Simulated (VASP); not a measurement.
Crystal: NiO.

```
Ni O
1.0
     0.00000    2.06217    2.06217
     2.06217    0.00000    2.06217
     2.06217    2.06217    0.00000
Ni O
1 1
Direct
  0.00000 0.00000 0.00000
  0.75000 0.75000 0.75000
```

The cell was built by a generator and needn't be a form met in nature.

| Quantity | Value |
| --- | --- |
| Program | VASP 6.6.1 |
| Task | relaxation of cell and atoms |
| Functional | r2SCAN |
| Dispersion | rVV10 |
| Potentials or basis | VASP PAW PBE potentials, release 64 (Ni, O) |
| Cutoff | 600 eV |
| k mesh | 11 × 11 × 11 |
| Occupations | gaussian, width 0.05 eV |
| Spin | collinear spin, ferromagnetic start |
| Starting moments | [1.0, 0.0] μB |

At the start: pressure 61.0 GPa; volume 8.77 Å³/atom.

Problem. How do energy, volume and symmetry change on relaxing?

Solution. Over 14 steps the energy falls by 323.6 meV/atom and the volume is 10.82 Å³/atom (+23.4 %); space group F-43m (No. 216, to 0.05 Å); moment 2.00 μB per cell.

The path:
| step | energy change (eV) | largest force (eV/Å) | pressure (GPa) | volume (Å³) |
| --- | --- | --- | --- | --- |
| 1 | 0.0000 | 0.0000 | 61.04 | 17.54 |
| 2 | -0.0857 | 0.0000 | -25.40 | 27.46 |
| 3 | -0.6465 | 0.0000 | -1.34 | 21.85 |
| 4 | -0.6472 | 0.0000 | -0.33 | 21.73 |
| 5 | -0.6472 | 0.0000 | 0.39 | 21.64 |
| 6 | -0.6472 | 0.0000 | 0.31 | 21.64 |
| 7 | -0.6472 | 0.0000 | 0.34 | 21.64 |
| 8 | -0.6472 | 0.0000 | 0.31 | 21.64 |
| 9 | -0.6472 | 0.0000 | 0.33 | 21.64 |
| 10 | -0.6472 | 0.0000 | 0.33 | 21.64 |
| 11 | -0.6472 | 0.0000 | 0.32 | 21.64 |
| 12 | -0.6472 | 0.0000 | 0.32 | 21.64 |
| 13 | -0.6472 | 0.0000 | 0.30 | 21.64 |
| 14 | -0.6472 | 0.0000 | 0.27 | 21.64 |

Final structure:
```cif
data_structure
_symmetry_space_group_name_H-M 'P 1'
_symmetry_Int_Tables_number 1
_cell_length_a 3.1281
_cell_length_b 3.1281
_cell_length_c 3.1281
_cell_angle_alpha 60.000
_cell_angle_beta 60.000
_cell_angle_gamma 60.000
_cell_volume 21.64
loop_
_atom_site_label
_atom_site_type_symbol
_atom_site_fract_x
_atom_site_fract_y
_atom_site_fract_z
_atom_site_occupancy
Ni1 Ni 0.00000 0.00000 0.00000 1
O1 O 0.75000 0.75000 0.75000 1
```

Caveat: the volume moved by over 15 % at a fixed basis, so the end points are rough; the PAW data sets were made with another functional, which shifts forces and pressure a little; a cell with one magnetic atom can't hold antiferromagnetic order, which such compounds often take.
